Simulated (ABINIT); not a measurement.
ZrS2:

```
CELL_PARAMETERS angstrom
3.69138 0.00000 0.00000
-1.84569 3.19683 0.00000
0.00000 0.00000 6.04108
ATOMIC_POSITIONS crystal
Zr 0.00000 0.00000 0.00000
S 0.33333 0.66667 0.23791
S 0.66667 0.33333 0.76209
```

The cell is a database's computed one.

Base run:

* Program: ABINIT 10.8.3 (patched build)
* Functional: PBE
* Potentials or basis: SPMS NC PBE v1.0
* Cutoff: 490 eV
* k mesh: 6 × 6 × 4
* Occupations: fixed
* Spin: no spin polarisation

Its results: band gap on the k mesh 1.06 eV, indirect (least direct gap 1.62 eV); pressure 0.6 GPa; largest force 0.078 eV/Å.

Problem. The run is repeated on the same cell with these changes: functional from PBE to HSE06. What comes out?

Solution. Band gap on the k mesh 1.88 eV, indirect (least direct gap 2.52 eV); pressure -0.4 GPa; largest force 0.094 eV/Å.

HSE06 gives the wider gap, since exact exchange removes part of the self-interaction.

Caveats: this functional lacks dispersion, which binds the layers, so the pressure and a relaxed spacing across them are unreliable; Libxc's HSE differs a little from that of other programs (some runs); the potentials were made for another functional, which shifts forces and pressure (some runs).

A k mesh can miss the band edges.
